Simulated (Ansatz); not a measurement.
Crystal: CdS (Hawleyite).

```xyz
2
Lattice="0.0000 2.9165 2.9165 2.9165 0.0000 2.9165 2.9165 2.9165 0.0000" Properties=species:S:1:pos:R:3 pbc="T T T"
Cd    0.0000    0.0000    0.0000
S     4.3748    4.3748    4.3748
```

Base run:

```yaml
Program: Ansatz 0.2.0
Functional: PBE
Potentials_or_basis: all-electron LAPW, scalar-relativistic
Cutoff: 246 eV (chosen from the basis error)
Basis_error_allowed: 0.001 eV/atom
k_mesh: 8 × 8 × 8
Occupations: gaussian, width 0.012 eV
Spin: no spin polarisation
```

Its results: band gap on the k mesh 1.15 eV, direct; pressure 2.9 GPa.

Task: The run is repeated on the same cell with these changes: functional from PBE to RPBE; occupations from gaussian, width 0.012 eV to fermi-dirac, width 0.05 eV. What comes out?

Result: Band gap on the k mesh 1.33 eV, direct; pressure 5.1 GPa.
